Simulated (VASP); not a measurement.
# KF (Carobbiite) (Fm-3m) in VASP: settings compared, part 2 of 2

VASP 6.6.1. The steps go on from the part before.

### Step 4. Single point, PBE

run.py

```python
from ase.calculators.vasp import Vasp
from ase.dft.bandgap import bandgap
from ase.spacegroup import crystal

atoms = crystal(
    ['K', 'F'],
    basis=[[0.0, 0.0, 0.0], [0.5, 0.0, 0.0]],
    spacegroup=225,
    setting=1,
    cellpar=[5.3437, 5.3437, 5.3437, 90.0, 90.0, 90.0],
    primitive_cell=True,
)
calc = Vasp(
    directory='calc',
    xc='pbe',
    pp='PBE',
    setups='materialsproject',
    prec='Accurate',
    encut=520,
    ediff=1e-07,
    ismear=0,
    sigma=0.02,
    lreal=False,
    lasph=True,
    nelm=80,
    algo='Normal',
    isif=2,
    lwave=False,
    lcharg=True,
    lelf=True,
    lvhar=True,
    kpts=[9, 9, 9],
    gamma=True,
    nbands=15,
)
atoms.calc = calc

print('energy (eV):', atoms.get_potential_energy())
print('free energy (eV):', atoms.get_potential_energy(force_consistent=True))
print('forces (eV/A):')
print(atoms.get_forces())
print('stress (eV/A^3, Voigt):', atoms.get_stress())
print('Fermi level (eV):', calc.get_fermi_level())
gap, top, bottom = bandgap(calc)
print('band gap (eV):', gap, 'from (spin, k, band)', top, 'to', bottom)
```

Potentials or basis: VASP PAW PBE potentials, release 64 (K_sv, F).

Command:

```sh
$ python run.py
```

What it wrote:

```text
energy (eV): -8.29011797
free energy (eV): -8.29011797
forces (eV/A):
[[ 0.  0. -0.]
 [ 0.  0.  0.]]
stress (eV/A^3, Voigt): [-0.00887511 -0.00887511 -0.00887511 -0.         -0.         -0.        ]
Fermi level (eV): -2.70801048
band gap (eV): 6.165800000000001 from (spin, k, band) (0, np.int64(0), np.int64(7)) to (0, np.int64(0), np.int64(8))
```

OUTCAR:

```text
ENCUT = 520.000000
   EDIFF = 1.00e-07
   GGA = PE
   PREC = Accurate
   ISIF = 2
   ISMEAR = 0
   NELM = 80
   LASPH = .TRUE.
   LREAL = .FALSE.

 ion  position               nearest neighbor table
   1  0.000  0.000  0.000-   2 2.67   2 2.67   2 2.67   2 2.67   2 2.67   2 2.67
   2  0.500  0.500  0.500-   1 2.67   1 2.67   1 2.67   1 2.67   1 2.67   1 2.67

  LATTYP: Found a face centered cubic cell.
 ALAT       =     5.3437000000

  Lattice vectors:

 A1 = (   0.0000000000,   2.6718500000,   2.6718500000)
 A2 = (   2.6718500000,   0.0000000000,   2.6718500000)
 A3 = (   2.6718500000,   2.6718500000,   0.0000000000)

Analysis of symmetry for initial positions (statically):
=====================================================================
 Subroutine PRICEL returns:
 Original cell was already a primitive cell.

 Routine SETGRP: Setting up the symmetry group for a
 face centered cubic supercell.

 Subroutine GETGRP returns: Found 48 space group operations
 (whereof 48 operations were pure point group operations)
 out of a pool of 48 trial point group operations.

The static configuration has the point symmetry O_h .

Analysis of symmetry for dynamics (positions and initial velocities):
=====================================================================
 Subroutine PRICEL returns:
 Original cell was already a primitive cell.

 Routine SETGRP: Setting up the symmetry group for a
 face centered cubic supercell.

 Subroutine GETGRP returns: Found 48 space group operations
 (whereof 48 operations were pure point group operations)
 out of a pool of 48 trial point group operations.

The dynamic configuration has the point symmetry O_h .

 Subroutine INISYM returns: Found 48 space group operations
 (whereof 48 operations are pure point group operations),
 and found     1 'primitive' translations

----------------------------------------------------------------------------------------

                                     Primitive cell

  volume of cell :      38.1475

  direct lattice vectors                    reciprocal lattice vectors
     0.000000000  2.671850000  2.671850000    -0.187136254  0.187136254  0.187136254
     2.671850000  0.000000000  2.671850000     0.187136254 -0.187136254  0.187136254
     2.671850000  2.671850000  0.000000000     0.187136254  0.187136254 -0.187136254

  length of vectors
     3.778566507  3.778566507  3.778566507     0.324129500  0.324129500  0.324129500

  position of ions in fractional coordinates (direct lattice)
[... 100 lines left out ...]
   NELECT =      16.0000    total number of electrons
   NUPDOWN=      -1.0000    fix difference up-down
   EMIN   =  10.00;   EMAX   =-10.00  energy-range for DOS
   EFERMI =   0.00;   METHOD = LEGACY
   ISMEAR =     0;   SIGMA  =   0.02  broadening in eV -4-tet -1-fermi 0-gaus
   EFERMI_NEDOS =   21; number of points for ismear=-14 and -15
   IALGO  =     38    algorithm
   IMIX   =      4    mixing-type and parameters
     AMIX     =   0.40;   BMIX     =  1.00
     AMIX_MAG =   1.60;   BMIX_MAG =  1.00
  volume/ion in A,a.u.               =      19.07       128.72
  Fermi-wavevector in a.u.,A,eV,Ry     =   1.225442  2.315750 20.431978  1.501708
  Thomas-Fermi vector in A             =   2.360480
   LORBIT       =      0    0 simple, 1 ext, 2 COOP (PROOUT), +10 PAW based schemes
   GGA     = PE    functional components
   LHFCALC =     F    Hartree Fock is set to
   AEXX    =    0.0000 exact exchange contribution
   IVDW    =     0    specifies the selected vdW correction
   LEPSILON=     F    determine dielectric tensor
   LRPA    =     F    only Hartree local field effects (RPA)
 non-spin polarized calculation
 Gauss-broadening in eV      SIGMA  =   0.02
  energy-cutoff  :      520.00
  volume of cell :       38.15
 maximum number of plane-waves:      1037
   NGX = 13   NGY = 13   NGZ = 13

 number of electron      16.0000002 magnetization

 Free energy of the ion-electron system (eV)
  ---------------------------------------------------
  ext. energy  EPLUGINS =         0.00000000
  ---------------------------------------------------
  free energy    TOTEN  =        -8.29011797 eV

  energy without entropy =       -8.29011797  energy(sigma->0) =       -8.29011797

 E-fermi :  -2.7080     XC(G=0):  -8.4037

 val. band max:       -2.8046357169   @ k =   0.0000   0.0000   0.0000
 cond. band min:       3.3612133713   @ k =   0.0000   0.0000   0.0000
 fundamental gap:      6.1658490882
 Fermi energy:        -2.7080104772

 k-point     1 :       0.0000    0.0000    0.0000
  band No.  band energies     occupation
      1     -28.9419      2.00000
      2     -21.4603      2.00000
      3     -12.1924      2.00000
      4     -12.1924      2.00000
      5     -12.1924      2.00000
      6      -2.8046      2.00000
      7      -2.8046      2.00000
      8      -2.8046      2.00000
      9       3.3612      0.00000
     10       7.8748      0.00000
     11       7.8748      0.00000
     12       7.8748      0.00000
     13       9.5465      0.00000
     14       9.5465      0.00000
[... 599 lines left out ...]
      2     -21.5041      2.00000
      3     -12.5865      2.00000
      4     -12.5400      2.00000
      5     -12.2816      2.00000
      6      -3.2140      2.00000
      7      -3.0078      2.00000
      8      -2.9548      2.00000
      9       6.6735      0.00000
     10       7.1528      0.00000
     11       8.4291      0.00000
     12      10.6496      0.00000
     13      11.2053      0.00000
     14      12.0577      0.00000
     15      13.0955      0.00000

------------------------ aborting loop because EDIFF is reached ----------------------------------------

  FORCE on cell =-STRESS in cart. coord.  units (eV):
  Direction    XX          YY          ZZ          XY          YZ          ZX
  --------------------------------------------------------------------------------------
  -------------------------------------------------------------------------------------
  Total        0.3385632      0.3385632      0.3385632      0.0000000     -0.0000000      0.0000000
  in kB       14.2194941     14.2194941     14.2194941      0.0000000     -0.0000000      0.0000000
  external PRESSURE =      14.2194941 kB  Pullay stress =       0.0000000 kB

 VOLUME and BASIS-vectors are now :
 -----------------------------------------------------------------------------
  energy-cutoff  :      520.00
  volume of cell :       38.15
      direct lattice vectors                 reciprocal lattice vectors
     0.000000000  2.671850000  2.671850000    -0.187136254  0.187136254  0.187136254
     2.671850000  0.000000000  2.671850000     0.187136254 -0.187136254  0.187136254
     2.671850000  2.671850000  0.000000000     0.187136254  0.187136254 -0.187136254

 POSITION                                       TOTAL-FORCE (eV/Angst)
 -----------------------------------------------------------------------------------
      0.00000      0.00000      0.00000         0.000000      0.000000     -0.000000
      2.67185      2.67185      2.67185         0.000000      0.000000      0.000000
 -----------------------------------------------------------------------------------
    total drift:                                0.000000      0.000000      0.000000

  FREE ENERGIE OF THE ION-ELECTRON SYSTEM (eV)
  ---------------------------------------------------
  free  energy   TOTEN  =        -8.2901179701 eV

  energy  without entropy=       -8.2901179701  energy(sigma->0) =       -8.29011797
```

INCAR:

```text
ENCUT = 520.000000
SIGMA = 0.020000
EDIFF = 1.00e-07
ALGO = Normal
GGA = PE
PREC = Accurate
ISIF = 2
ISMEAR = 0
NBANDS = 15
NELM = 80
LASPH = .TRUE.
LCHARG = .TRUE.
LELF = .TRUE.
LVHAR = .TRUE.
LWAVE = .FALSE.
LREAL = .FALSE.
```

Run time: 15 s. Hardware: 1 thread of Intel Xeon Platinum 8559C (Emerald Rapids), shared host; peak memory 0.16 GiB.

What came out:

* Free energy: -8.2901 eV
* Pressure: 1.4 GPa
* Band gap on the k mesh: 6.17 eV, direct

Caveat: an odd mesh through Γ misses points on the zone boundary, where band edges often lie.

### Step 5. The reference run

An earlier run on the cell as given: functional PBE; potentials or basis VASP PAW PBE potentials, release 64 (K_sv, F); cutoff 520 eV; k mesh 9 × 9 × 9; occupations fermi-dirac, width 0.05 eV; no spin polarisation.

- Pressure: 1.4 GPa
- Band gap on the k mesh: 6.17 eV, direct

### Step 6. Overview

| level | potentials or basis | smearing | gap on the mesh (eV) | pressure (GPa) |
| --- | --- | --- | --- | --- |
| LDA | VASP PAW LDA potentials, release 64 (K_sv, F) | fermi-dirac 0.05 eV | 5.79 | -3.4 |
| PBE | VASP PAW PBE potentials, release 64 (K_sv, F) | gaussian 0.02 eV | 6.17 | 1.4 |
| PBE | VASP PAW PBE potentials, release 64 (K_sv, F) | fermi-dirac 0.05 eV | 6.17 | 1.4 |

Alike in all rows: task single point; no spin polarisation; cell as given; k mesh 9 × 9 × 9; cutoff (eV) 520.

Caveats: an odd mesh through Γ misses points on the zone boundary, where band edges often lie.

Absolute energies hang on the potentials; compare differences alone.
